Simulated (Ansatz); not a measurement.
Crystal: Ba.

```
CELL_PARAMETERS angstrom
-2.50650 2.50650 2.50650
2.50650 -2.50650 2.50650
2.50650 2.50650 -2.50650
ATOMIC_POSITIONS crystal
Ba 0.00000 0.00000 0.00000
```

```yaml
Program: Ansatz 0.2.0
Task: single point
Functional: PBEsol
Potentials_or_basis: Ansatz PAW
Cutoff: "420 eV (not typed: the program's choice for these potentials)"
k_mesh: 8 × 8 × 8
Occupations: fermi-dirac, width 0.05 eV
Spin: no spin polarisation
```

On this cell: pressure -0.7 GPa; band gap on the k mesh none (metal or under the smearing width).

The same run follows on a disturbed copy (cell strained at random at fixed volume):

```
CELL_PARAMETERS angstrom
-2.47176 2.47765 2.44851
2.56531 -2.52802 2.59244
2.45066 2.50692 -2.49889
ATOMIC_POSITIONS crystal
Ba 0.99892 0.00475 0.98853
```

Problem. What changes?

Solution. The energy (extrapolated to zero smearing) moves by +3.9 meV/atom; pressure -0.7 GPa; band gap on the k mesh none (metal or under the smearing width).

Stress tensor (GPa, compression positive):
```
-0.71  0.06 -0.39
 0.06 -0.66  0.20
-0.39  0.20 -0.74
```

Caveats: the PAW data sets come from PBE, with cores solved anew for the run's functional, which leaves a small shift of forces and pressure.
